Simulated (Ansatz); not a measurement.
## Zn under changes of volume

One of the cells (14.444 Å³/atom); the others are scaled copies at fixed shape and fractional positions:

```
Zn
1.0
     2.26817   -1.30849    0.00000
     2.26817    1.30849    0.00000
    -1.59172    0.00000    7.30041
Zn
3
Direct
  0.77802 0.77802 0.33450
  0.22198 0.22198 0.66550
  0.00000 0.00000 0.00000
```

This isn't the form of Zn at room conditions, which is hcp.

```yaml
Program: Ansatz 0.2.0
Functional: LDA
Potentials_or_basis: Ansatz PAW
Cutoff: "420 eV (not typed: the program's choice for these potentials)"
k_mesh: 12 × 12 × 4
Occupations: fermi-dirac, width 0.05 eV
Spin: no spin polarisation
```

```tsv
volume (Å³/atom)	energy over the lowest point (meV/atom)	pressure (GPa)
13.578	0.00	0.3
13.867	?	?
14.156	6.30	-3.6
14.444	14.26	-5.2
14.733	24.87	-6.5
15.022	37.80	-7.7
15.311	52.74	-8.8
```

Q: What does the run at 13.867 Å³/atom give?

A: Energy over the lowest point 1.40 meV/atom; pressure -1.8 GPa.

Worked out: A Birch-Murnaghan fit of order 3 (a polynomial in V^(-2/3)) to the other rows has its minimum at 13.62 Å³/atom with B0 = V·E''(V) = 103 GPa and B' = 5.5 at fixed shape and positions, which overstates the stiffness. It gives 1.39 meV/atom at 13.867 Å³/atom, against the run's 1.40, and -dE/dV = -1.8 GPa, against -1.8.

Energies are extrapolated to zero smearing.

Caveats: the PAW data sets come from PBE, with cores solved anew for the run's functional, which leaves a small shift of forces and pressure.
